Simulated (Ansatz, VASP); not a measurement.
## Two plane-wave programs on Zn

```xyz
1
Lattice="0.0000 1.9648 1.9648 1.9648 0.0000 1.9648 1.9648 1.9648 0.0000" Properties=species:S:1:pos:R:3 pbc="T T T"
Zn    0.0000    0.0000    0.0000
```

This isn't the form of Zn at room conditions, which is hcp.

Alike in both runs: functional PBE; k mesh 10 × 10 × 10; occupations fermi-dirac, width 0.1 eV; no spin polarisation.

|  | VASP | Ansatz |
| --- | --- | --- |
| version | VASP 6.6.1 | Ansatz 0.2.0 |
| potentials or method | VASP PAW PBE potentials, release 64 (Zn) | JTH PAW |
| plane-wave cutoff (eV) | 520 | 1080 |
| valence electrons in the cell | 12 | 12 |
| task | single point | density of states |

|  | VASP | Ansatz | Ansatz less VASP |
| --- | --- | --- | --- |
| gap on the k mesh at the Fermi level (eV) | none | none | - |
| pressure (GPa) | 0.2 | -0.3 | -0.45 |

A gap of «none» marks a metal or a gap that the smearing closes.

Caveats: the density of states is complete only up to the lowest level of the last band computed (Ansatz).
